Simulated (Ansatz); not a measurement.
# How the conductance of NiSi2/Si/CoSi2 changes with thickness, part 7 of 8

Wanted: T(E), the conductance and its decay constant for NiSi2/Si/CoSi2. The lower electrode is NiSi2 fluorite(111) turned by 180 degrees (type B), the upper one CoSi2 fluorite(111) turned by 180 degrees (type B); the barrier is Si diamond(111) (whole bilayers). In the first transport cell, after relaxation, the nearest pair of electrode and barrier is Si–Si at 2.37 Å, along the normal, at the lower face and Si–Si at 2.39 Å, along the normal, at the upper one. All share a net of side 3.84 Å, which strains the lower electrode by +0.0 %, the upper one by +1.3 % and the barrier by -0.7 %, against typed lattice constants near PBE's. The first steps treat the bulk electrodes alone.

Ansatz 0.2.0; PBE DFT, plane waves, PAW files (the session's first sound run).

So far, transmission at the Fermi level (a spin, zone mean): step 5 (T(E) of the junction) 0.0759; step 6 (conductance, atomic planes in the barrier 4, gap between the electrodes 8.73 Å) 0.124; step 7 (conductance on a fine mesh, 57 atoms) 0.0648; step 8 (conductance on a fine mesh, atomic planes in the barrier 8, gap between the …) 0.0350. Also channels of the lower lead: step 5 1.16; step 7 1.06.

### 9. Conductance on a fine mesh, atomic planes in the barrier 12, gap between the electrodes 21.42 Å

Level of this step: PBE DFT, plane waves, PAW files; ballistic transmission by layer matching between semi-infinite leads (Ansatz).

System of this step: NiSi2/Si/CoSi2. The cell holds 63 atoms: 46 Si, 8 Ni and 9 Co. Its edges and angles: a = 3.840 Å, b = 3.840 Å, c = 86.101 Å, α = 90.0°, β = 90.0°, γ = 120.0°. Regions: left electrode, 25 atoms (17 Si and 8 Ni); barrier, 12 atoms (12 Si); right electrode, 26 atoms (17 Si and 9 Co). Vacuum lies along c.

Barrier layers are added or taken out in the middle, and the relaxed faces stay.

Input file input.yaml:

```yaml
crystal:
  lattice:
    - [3.84, 0.0, 0.0]
    - [-1.92, 3.3255375505, 0.0]
    - [0.0, 0.0, 86.1007796367]
  atoms:
    - { symbol: Si, position: [0.0, 0.0, 0.0813000768] }
    - { symbol: Si, position: [0.33333333, 0.66666667, 0.099438323] }
    - { symbol: Ni, position: [0.0, 0.0, 0.1087357417] }
    - { symbol: Si, position: [0.66666667, 0.33333333, 0.1180331604] }
    - { symbol: Si, position: [0.0, 0.0, 0.1361714065] }
    - { symbol: Ni, position: [0.66666667, 0.33333333, 0.1454688252] }
    - { symbol: Si, position: [0.33333333, 0.66666667, 0.1547662439] }
    - { symbol: Si, position: [0.66666667, 0.33333333, 0.1729044901] }
    - { symbol: Ni, position: [0.33333333, 0.66666667, 0.1822019088] }
    - { symbol: Si, position: [0.0, 0.0, 0.1914993275] }
    - { symbol: Si, position: [0.33333333, 0.66666667, 0.2096375736] }
    - { symbol: Ni, position: [0.0, 0.0, 0.2189349923] }
    - { symbol: Si, position: [0.66666667, 0.33333333, 0.228232411] }
    - { symbol: Si, position: [0.0, 0.0, 0.2463706572] }
    - { symbol: Ni, position: [0.66666667, 0.33333333, 0.2556680759] }
    - { symbol: Si, position: [0.33333333, 0.66666667, 0.2649654946] }
    - { symbol: Si, position: [0.66666667, 0.33333333, 0.2831037407] }
    - { symbol: Ni, position: [0.33333333, 0.66666667, 0.2924011594] }
    - { symbol: Si, position: [0.0, 0.0, 0.3016985782] }
    - { symbol: Si, position: [0.33333333, 0.66666667, 0.3198368243] }
    - { symbol: Ni, position: [0.0, 0.0, 0.329134243] }
    - { symbol: Si, position: [0.66666667, 0.33333333, 0.3384316617] }
    - { symbol: Si, position: [0.0, 0.0, 0.3565699078] }
    - { symbol: Ni, position: [0.66666667, 0.33333333, 0.3658673266] }
    - { symbol: Si, position: [0.33333333, 0.66666667, 0.3762769888] }
    - { symbol: Si, position: [0.33333333, 0.66666667, 0.4038123448] }
    - { symbol: Si, position: [0.66666667, 0.33333333, 0.4130903592] }
    - { symbol: Si, position: [0.66666667, 0.33333333, 0.4406367168] }
    - { symbol: Si, position: [0.0, 0.0, 0.4499280102] }
    - { symbol: Si, position: [0.0, 0.0, 0.4774957113] }
    - { symbol: Si, position: [0.33333333, 0.66666667, 0.4867870047] }
    - { symbol: Si, position: [0.33333333, 0.66666667, 0.5143547058] }
    - { symbol: Si, position: [0.66666667, 0.33333333, 0.5236459991] }
    - { symbol: Si, position: [0.66666667, 0.33333333, 0.5512137002] }
    - { symbol: Si, position: [0.0, 0.0, 0.5605049936] }
    - { symbol: Si, position: [0.0, 0.0, 0.5880726947] }
    - { symbol: Si, position: [0.33333333, 0.66666667, 0.5972837337] }
    - { symbol: Si, position: [0.33333333, 0.66666667, 0.6250483908] }
    - { symbol: Co, position: [0.0, 0.0, 0.6338691193] }
    - { symbol: Si, position: [0.66666667, 0.33333333, 0.6425366945] }
    - { symbol: Si, position: [0.0, 0.0, 0.6608053945] }
    - { symbol: Co, position: [0.66666667, 0.33333333, 0.6694729697] }
    - { symbol: Si, position: [0.33333333, 0.66666667, 0.678140545] }
    - { symbol: Si, position: [0.66666667, 0.33333333, 0.696409245] }
    - { symbol: Co, position: [0.33333333, 0.66666667, 0.7050768202] }
    - { symbol: Si, position: [0.0, 0.0, 0.7137443955] }
    - { symbol: Si, position: [0.33333333, 0.66666667, 0.7320130954] }
    - { symbol: Co, position: [0.0, 0.0, 0.7406806707] }
    - { symbol: Si, position: [0.66666667, 0.33333333, 0.749348246] }
    - { symbol: Si, position: [0.0, 0.0, 0.7676169459] }
    - { symbol: Co, position: [0.66666667, 0.33333333, 0.7762845212] }
    - { symbol: Si, position: [0.33333333, 0.66666667, 0.7849520965] }
    - { symbol: Si, position: [0.66666667, 0.33333333, 0.8032207964] }
    - { symbol: Co, position: [0.33333333, 0.66666667, 0.8118883717] }
    - { symbol: Si, position: [0.0, 0.0, 0.820555947] }
    - { symbol: Si, position: [0.33333333, 0.66666667, 0.8388246469] }
    - { symbol: Co, position: [0.0, 0.0, 0.8474922222] }
    - { symbol: Si, position: [0.66666667, 0.33333333, 0.8561597975] }
    - { symbol: Si, position: [0.0, 0.0, 0.8744284974] }
    - { symbol: Co, position: [0.66666667, 0.33333333, 0.8830960727] }
    - { symbol: Si, position: [0.33333333, 0.66666667, 0.891763648] }
    - { symbol: Si, position: [0.66666667, 0.33333333, 0.9100323479] }
    - { symbol: Co, position: [0.33333333, 0.66666667, 0.9186999232] }
kpoints:
  mp_grid: { grid: [8, 8, 1] }
scf:
  occupations: { method: fermi_dirac, width: 0.1 }
  max_iter: 150
hamiltonian:
  xc: pbe
output:
  transmission:
    kmesh: [24, 24]
    e_range: [-0.26, 0.27]
    de: 0.0375
    leads: [[10, 13], [49, 52]]
```

Launch:

```bash
> ansatz run input.yaml --threads 8 --pin off --max-ram 24576MiB --backend cpu --events-out ev --progress --plain --runs-dir out
```

Numbers of over 12 decimals in the logs are rounded to 6 here.

The program printed:

```text
[...]
Crystal: 63 atoms, lattice volume = 1099.512 Å³
Basis set: ecut = 420 eV, 21419 PW (Γ)
Bands: 304, of which v1, the nominal top of the filled ones, is band 241 counted from 1 (240 counted from 0)
Symmetry: 6 space group operations
[...]
k-points: 10 of 64 (time reversal used)
[...]
channels       : 1.060764e0 a spin
[...]
slowest decay  : 0.0352 /Å at (0.2083, 0.1667)
[...]
filled         : 12.1 meV over the level at which it is neutral
    channels       : 1.369792e0 a spin
[...]
slowest decay  : 0.1113 /Å at (0.4167, 0.0833)
  junction   : crystal 0 to crystal 1, 20.43 to 65.31 Å
    transmission   : 8.977044e-3 a spin
[...]
resistance     : 1.6241e-1 Ω µm² beyond half of each lead's own
[key lines of the parts left out:]
SCF converged after 13 iterations
Free energy (F): -122116.715812 eV
Fermi energy:    8.403562 eV
```

Elapsed: 4.4 min, on 8 threads of Arm Neoverse V2, shared host; peak memory 11 GiB; 30 min of CPU time.

G = 6.1e12 S/m² (1/G = 0.164 Ω µm²), 0.30 times the step before of this kind. The largest error estimate is 42 %, from the mesh across the current. In the worse lead the potential repeats within 7.1 meV, which the program lets pass, though it still puts 12 % of error on the junction's conductance through them.

### 10. Conductance, atomic planes in the barrier 14, gap between the electrodes 24.59 Å

System of this step: NiSi2/Si/CoSi2. The cell holds 65 atoms: 48 Si, 8 Ni and 9 Co. Cell: a = 3.840 Å, b = 3.840 Å, c = 89.274 Å, α = 90.0°, β = 90.0°, γ = 120.0°. Regions: left electrode, 25 atoms (17 Si and 8 Ni); barrier, 14 atoms (14 Si); right electrode, 26 atoms (17 Si and 9 Co). Vacuum lies along c.

Barrier layers are added or taken out in the middle, and the relaxed faces stay.

Input file input.yaml:

```yaml
crystal:
  lattice:
    - [3.84, 0.0, 0.0]
    - [-1.92, 3.3255375505, 0.0]
    - [0.0, 0.0, 89.2743677956]
  atoms:
    - { symbol: Si, position: [0.0, 0.0, 0.0784099644] }
    - { symbol: Si, position: [0.33333333, 0.66666667, 0.0959034194] }
    - { symbol: Ni, position: [0.0, 0.0, 0.1048703269] }
    - { symbol: Si, position: [0.66666667, 0.33333333, 0.1138372344] }
    - { symbol: Si, position: [0.0, 0.0, 0.1313306894] }
    - { symbol: Ni, position: [0.66666667, 0.33333333, 0.1402975969] }
    - { symbol: Si, position: [0.33333333, 0.66666667, 0.1492645044] }
    - { symbol: Si, position: [0.66666667, 0.33333333, 0.1667579594] }
    - { symbol: Ni, position: [0.33333333, 0.66666667, 0.1757248669] }
    - { symbol: Si, position: [0.0, 0.0, 0.1846917744] }
    - { symbol: Si, position: [0.33333333, 0.66666667, 0.2021852294] }
    - { symbol: Ni, position: [0.0, 0.0, 0.2111521369] }
    - { symbol: Si, position: [0.66666667, 0.33333333, 0.2201190444] }
    - { symbol: Si, position: [0.0, 0.0, 0.2376124994] }
    - { symbol: Ni, position: [0.66666667, 0.33333333, 0.2465794069] }
    - { symbol: Si, position: [0.33333333, 0.66666667, 0.2555463144] }
    - { symbol: Si, position: [0.66666667, 0.33333333, 0.2730397694] }
    - { symbol: Ni, position: [0.33333333, 0.66666667, 0.2820066769] }
    - { symbol: Si, position: [0.0, 0.0, 0.2909735844] }
    - { symbol: Si, position: [0.33333333, 0.66666667, 0.3084670394] }
    - { symbol: Ni, position: [0.0, 0.0, 0.3174339469] }
    - { symbol: Si, position: [0.66666667, 0.33333333, 0.3264008544] }
    - { symbol: Si, position: [0.0, 0.0, 0.3438943094] }
    - { symbol: Ni, position: [0.66666667, 0.33333333, 0.3528612169] }
    - { symbol: Si, position: [0.33333333, 0.66666667, 0.3629008291] }
    - { symbol: Si, position: [0.33333333, 0.66666667, 0.3894573389] }
    - { symbol: Si, position: [0.66666667, 0.33333333, 0.3984055319] }
    - { symbol: Si, position: [0.66666667, 0.33333333, 0.4249726522] }
    - { symbol: Si, position: [0.0, 0.0, 0.4339336521] }
    - { symbol: Si, position: [0.0, 0.0, 0.4605213572] }
    - { symbol: Si, position: [0.33333333, 0.66666667, 0.4694823571] }
    - { symbol: Si, position: [0.33333333, 0.66666667, 0.4960700621] }
    - { symbol: Si, position: [0.66666667, 0.33333333, 0.505031062] }
    - { symbol: Si, position: [0.66666667, 0.33333333, 0.531618767] }
    - { symbol: Si, position: [0.0, 0.0, 0.5405797669] }
    - { symbol: Si, position: [0.0, 0.0, 0.567167472] }
    - { symbol: Si, position: [0.33333333, 0.66666667, 0.5761284719] }
    - { symbol: Si, position: [0.33333333, 0.66666667, 0.6027161769] }
    - { symbol: Si, position: [0.66666667, 0.33333333, 0.6115997754] }
    - { symbol: Si, position: [0.66666667, 0.33333333, 0.6383774349] }
    - { symbol: Co, position: [0.33333333, 0.66666667, 0.6468845979] }
    - { symbol: Si, position: [0.0, 0.0, 0.6552440521] }
    - { symbol: Si, position: [0.33333333, 0.66666667, 0.6728633234] }
    - { symbol: Co, position: [0.0, 0.0, 0.6812227776] }
    - { symbol: Si, position: [0.66666667, 0.33333333, 0.6895822318] }
    - { symbol: Si, position: [0.0, 0.0, 0.7072015031] }
    - { symbol: Co, position: [0.66666667, 0.33333333, 0.7155609573] }
    - { symbol: Si, position: [0.33333333, 0.66666667, 0.7239204115] }
    - { symbol: Si, position: [0.66666667, 0.33333333, 0.7415396828] }
    - { symbol: Co, position: [0.33333333, 0.66666667, 0.749899137] }
    - { symbol: Si, position: [0.0, 0.0, 0.7582585912] }
    - { symbol: Si, position: [0.33333333, 0.66666667, 0.7758778626] }
    - { symbol: Co, position: [0.0, 0.0, 0.7842373168] }
    - { symbol: Si, position: [0.66666667, 0.33333333, 0.792596771] }
    - { symbol: Si, position: [0.0, 0.0, 0.8102160423] }
    - { symbol: Co, position: [0.66666667, 0.33333333, 0.8185754965] }
    - { symbol: Si, position: [0.33333333, 0.66666667, 0.8269349507] }
    - { symbol: Si, position: [0.66666667, 0.33333333, 0.844554222] }
    - { symbol: Co, position: [0.33333333, 0.66666667, 0.8529136762] }
    - { symbol: Si, position: [0.0, 0.0, 0.8612731304] }
    - { symbol: Si, position: [0.33333333, 0.66666667, 0.8788924017] }
    - { symbol: Co, position: [0.0, 0.0, 0.8872518559] }
    - { symbol: Si, position: [0.66666667, 0.33333333, 0.8956113101] }
    - { symbol: Si, position: [0.0, 0.0, 0.9132305814] }
    - { symbol: Co, position: [0.66666667, 0.33333333, 0.9215900356] }
kpoints:
  mp_grid: { grid: [8, 8, 1] }
scf:
  occupations: { method: fermi_dirac, width: 0.1 }
  max_iter: 150
hamiltonian:
  xc: pbe
output:
  transmission:
    kmesh: [24, 24]
    e_range: [-0.26, 0.27]
    de: 0.0375
    leads: [[10, 13], [51, 54]]
```

The program printed:

```text
[...]
Crystal: 65 atoms, lattice volume = 1140.039 Å³
Basis set: ecut = 420 eV, 22211 PW (Γ)
Bands: 310, of which v1, the nominal top of the filled ones, is band 245 counted from 1 (244 counted from 0)
Symmetry: 6 space group operations
[...]
k-points: 10 of 64 (time reversal used)
[...]
channels       : 1.060764e0 a spin
[...]
slowest decay  : 0.0350 /Å at (0.2083, 0.1667)
[...]
filled         : 12.3 meV over the level at which it is neutral
    channels       : 1.369792e0 a spin
[...]
slowest decay  : 0.1117 /Å at (0.4167, 0.0833)
  junction   : crystal 0 to crystal 1, 20.43 to 68.48 Å
    transmission   : 4.607428e-3 a spin
[...]
resistance     : 2.8226e-1 Ω µm² beyond half of each lead's own
[key lines of the parts left out:]
SCF converged after 14 iterations
Free energy (F): -123388.332216 eV
Fermi energy:    8.327516 eV
```

Wall time 4.5 min (8 threads); peak memory 12 GiB.

One spin. Table of transmission, zone mean by energy, zero at the Fermi level:

| energy (eV) | transmission, zone mean |
| --- | --- |
| -0.260 | 0.00715 |
| -0.223 | 0.00544 |
| -0.185 | 0.00590 |
| -0.147 | 0.00817 |
| -0.110 | 0.00529 |
| -0.072 | 0.00514 |
| -0.035 | 0.00477 |
| 0.003 | 0.00461 |
| 0.040 | 0.0120 |
| 0.077 | 0.00355 |
| 0.115 | 0.00279 |
| 0.152 | 0.00251 |
| 0.190 | 0.00228 |
| 0.228 | 0.00213 |
| 0.265 | 0.00201 |

G = 3.5e12 S/m² (1/G = 0.284 Ω µm²), 0.58 times the step before of this kind. The largest error estimate is 55 %, from the mesh across the current. In the worse lead the potential repeats within 7.1 meV, which the program lets pass, though it still puts 15 % of error on the junction's conductance through them.

### 11. Comparing the runs

Times are for 8 threads of Arm Neoverse V2, shared host. The runs compared:

| no. | gap between the electrodes (Å) | junction conductance (S/m²) | resistance-area product beyond the leads (Ω um²) | time | memory (GiB) |
| --- | --- | --- | --- | --- | --- |
| 1 | 8.73 | 7.55e13 | 0.01183 | 3.3 min | 9.2 |
| 2 | 11.9 | 3.97e13 | 0.02375 | 4.1 min | 9.5 |
| 3 | 15.07 | 2.00e13 | 0.04852 | 4.4 min | 10 |
| 4 | 21.42 | 6.10e12 | 0.1624 | 4.4 min | 11 |
| 5 | 24.59 | 3.53e12 | 0.2823 | 4.5 min | 12 |

The runs together. Table of transmission, zone mean by energy, zero at the Fermi level:

| energy (eV) | 8.73 | 11.9 | 15.07 | 21.42 | 24.59 |
| --- | --- | --- | --- | --- | --- |
| -0.260 | 0.111 | 0.0527 | 0.0257 | 0.0142 | 0.00715 |
| -0.223 | 0.131 | 0.0663 | 0.0349 | 0.00990 | 0.00544 |
| -0.185 | 0.141 | 0.0701 | 0.0271 | 0.0134 | 0.00590 |
| -0.147 | 0.145 | 0.0787 | 0.0298 | 0.0102 | 0.00817 |
| -0.110 | 0.137 | 0.0735 | 0.0319 | 0.00943 | 0.00529 |
| -0.072 | 0.125 | 0.0682 | 0.0313 | 0.00916 | 0.00514 |
| -0.035 | 0.136 | 0.0767 | 0.0379 | 0.00889 | 0.00477 |
| 0.003 | 0.124 | 0.0648 | 0.0350 | 0.00898 | 0.00461 |
| 0.040 | 0.113 | 0.0578 | 0.0282 | 0.0138 | 0.0120 |
| 0.077 | 0.114 | 0.0566 | 0.0259 | 0.00664 | 0.00355 |
| 0.115 | 0.128 | 0.0649 | 0.0276 | 0.00565 | 0.00279 |
| 0.152 | 0.133 | 0.0683 | 0.0279 | 0.00528 | 0.00251 |
| 0.190 | 0.131 | 0.0646 | 0.0264 | 0.00495 | 0.00228 |
| 0.228 | 0.135 | 0.0633 | 0.0262 | 0.00475 | 0.00213 |
| 0.265 | 0.131 | 0.0614 | 0.0260 | 0.00460 | 0.00201 |

### 12. Fit against thickness

This step: Fit of the logarithm of the conductance against the barrier's thickness, from PBE DFT, plane waves, PAW files (Ansatz 0.2.0).

No new run: the logarithm is fitted against the thickness.

Numbers from this step:

```
decay constant of the conductance : 0.19 Å⁻¹
r.m.s. misfit of ln G             : 0.04
```

From the end points alone, β = ln(7.55e+13 / 3.53e+12) / 15.86 Å = 3.06 / 15.86 Å = 0.19 Å⁻¹. One end point carries an error estimate of 55 %; a factor of 1.6 on it would move β by 0.03 Å⁻¹.

### 13. The same cell, other settings, 57 atoms

This step: PBE DFT, plane waves, PAW files; ballistic transmission by layer matching between semi-infinite leads; changed: output.transmission.e_range = [-80, 80], output.transmission.de = 5 (Ansatz 0.2.0).

System of this step: NiSi2/Si/CoSi2. The cell holds 57 atoms: 40 Si, 8 Ni and 9 Co. Its edges and angles: a = 3.840 Å, b = 3.840 Å, c = 76.580 Å, α = 90.0°, β = 90.0°, γ = 120.0°. Regions: left electrode, 25 atoms (17 Si and 8 Ni); barrier, 6 atoms (6 Si); right electrode, 26 atoms (17 Si and 9 Co). Vacuum lies along c.

This run repeats an earlier one, its twin (the spectrum run, 6 atomic planes between the electrodes), with two settings changed (output.transmission.e_range, output.transmission.de; files written aside). The setting was drawn as a possible misstep, on purpose. Where the input is shown as a difference, that is against the step before, not the twin.

Input file input.yaml:

```yaml
crystal:
  lattice:
    - [3.84, 0.0, 0.0]
    - [-1.92, 3.3255375505, 0.0]
    - [0.0, 0.0, 76.58001516]
  atoms:
    - { symbol: Si, position: [0.0, 0.0, 0.0914076601] }
    - { symbol: Si, position: [0.33333333, 0.66666667, 0.1118009329] }
    - { symbol: Ni, position: [0.0, 0.0, 0.1222542476] }
    - { symbol: Si, position: [0.66666667, 0.33333333, 0.1327075623] }
    - { symbol: Si, position: [0.0, 0.0, 0.153100835] }
    - { symbol: Ni, position: [0.66666667, 0.33333333, 0.1635541497] }
    - { symbol: Si, position: [0.33333333, 0.66666667, 0.1740074644] }
    - { symbol: Si, position: [0.66666667, 0.33333333, 0.1944007372] }
    - { symbol: Ni, position: [0.33333333, 0.66666667, 0.2048540519] }
    - { symbol: Si, position: [0.0, 0.0, 0.2153073666] }
    - { symbol: Si, position: [0.33333333, 0.66666667, 0.2357006393] }
    - { symbol: Ni, position: [0.0, 0.0, 0.246153954] }
    - { symbol: Si, position: [0.66666667, 0.33333333, 0.2566072687] }
    - { symbol: Si, position: [0.0, 0.0, 0.2770005414] }
    - { symbol: Ni, position: [0.66666667, 0.33333333, 0.2874538562] }
    - { symbol: Si, position: [0.33333333, 0.66666667, 0.2979071709] }
    - { symbol: Si, position: [0.66666667, 0.33333333, 0.3183004436] }
    - { symbol: Ni, position: [0.33333333, 0.66666667, 0.3287537583] }
    - { symbol: Si, position: [0.0, 0.0, 0.339207073] }
    - { symbol: Si, position: [0.33333333, 0.66666667, 0.3596003457] }
    - { symbol: Ni, position: [0.0, 0.0, 0.3700536605] }
    - { symbol: Si, position: [0.66666667, 0.33333333, 0.3805069752] }
    - { symbol: Si, position: [0.0, 0.0, 0.4009002479] }
    - { symbol: Ni, position: [0.66666667, 0.33333333, 0.4113535626] }
    - { symbol: Si, position: [0.33333333, 0.66666667, 0.4230573998] }
    - { symbol: Si, position: [0.33333333, 0.66666667, 0.4540160725] }
    - { symbol: Si, position: [0.66666667, 0.33333333, 0.4644475705] }
    - { symbol: Si, position: [0.66666667, 0.33333333, 0.4954186125] }
    - { symbol: Si, position: [0.0, 0.0, 0.5058650404] }
    - { symbol: Si, position: [0.0, 0.0, 0.5368600794] }
    - { symbol: Si, position: [0.33333333, 0.66666667, 0.5472162753] }
    - { symbol: Si, position: [0.33333333, 0.66666667, 0.5784327567] }
    - { symbol: Co, position: [0.0, 0.0, 0.588350117] }
    - { symbol: Si, position: [0.66666667, 0.33333333, 0.5980952834] }
    - { symbol: Si, position: [0.0, 0.0, 0.6186352285] }
    - { symbol: Co, position: [0.66666667, 0.33333333, 0.6283803949] }
    - { symbol: Si, position: [0.33333333, 0.66666667, 0.6381255612] }
    - { symbol: Si, position: [0.66666667, 0.33333333, 0.6586655063] }
    - { symbol: Co, position: [0.33333333, 0.66666667, 0.6684106727] }
    - { symbol: Si, position: [0.0, 0.0, 0.6781558391] }
    - { symbol: Si, position: [0.33333333, 0.66666667, 0.6986957842] }
    - { symbol: Co, position: [0.0, 0.0, 0.7084409506] }
    - { symbol: Si, position: [0.66666667, 0.33333333, 0.7181861169] }
    - { symbol: Si, position: [0.0, 0.0, 0.738726062] }
    - { symbol: Co, position: [0.66666667, 0.33333333, 0.7484712284] }
    - { symbol: Si, position: [0.33333333, 0.66666667, 0.7582163948] }
    - { symbol: Si, position: [0.66666667, 0.33333333, 0.7787563399] }
    - { symbol: Co, position: [0.33333333, 0.66666667, 0.7885015063] }
    - { symbol: Si, position: [0.0, 0.0, 0.7982466727] }
    - { symbol: Si, position: [0.33333333, 0.66666667, 0.8187866178] }
    - { symbol: Co, position: [0.0, 0.0, 0.8285317841] }
    - { symbol: Si, position: [0.66666667, 0.33333333, 0.8382769505] }
    - { symbol: Si, position: [0.0, 0.0, 0.8588168956] }
    - { symbol: Co, position: [0.66666667, 0.33333333, 0.868562062] }
    - { symbol: Si, position: [0.33333333, 0.66666667, 0.8783072284] }
    - { symbol: Si, position: [0.66666667, 0.33333333, 0.8988471735] }
    - { symbol: Co, position: [0.33333333, 0.66666667, 0.9085923399] }
kpoints:
  mp_grid: { grid: [8, 8, 1] }
scf:
  occupations: { method: fermi_dirac, width: 0.1 }
  max_iter: 150
hamiltonian:
  xc: pbe
output:
  transmission:
    kmesh: [12, 12]
    e_range: [-80, 80]
    de: 5
    leads: [[10, 13], [43, 46]]
  dos: { projected: true, e_range: [-6, 5], de: 0.05 }
  write_potential: true
  write_density: true
  volumetric_format: npy
```

The program printed:

```text
Error: inconsistent input (output.transmission.e_range, basis.ecutwfc): energies over 52 eV from the Fermi level are not served at this cutoff: ask for nearer ones, or raise it
```

Wall time 0.05 s (8 threads); peak memory 0.092 GiB.

The input was rejected at the start.

The program's message: “Error: inconsistent input (output.transmission.e_range, basis.ecutwfc): energies over 52 eV from the Fermi level are not served at this cutoff: ask for nearer ones, or raise it”

The change that led to it: output.transmission.e_range = [-80, 80] and output.transmission.de = 5.

(Continued in part 8 of 8.)

[Logs are printed without paths, hosts, clocks, repeated set-up lines and the standing remarks that a program may print on its own settings, such as how far it seeks lower states.]

[Hosts, paths, dates, database ids (printed as entryN), source tags and the programs' standing remarks are cut or masked in the printed files.]
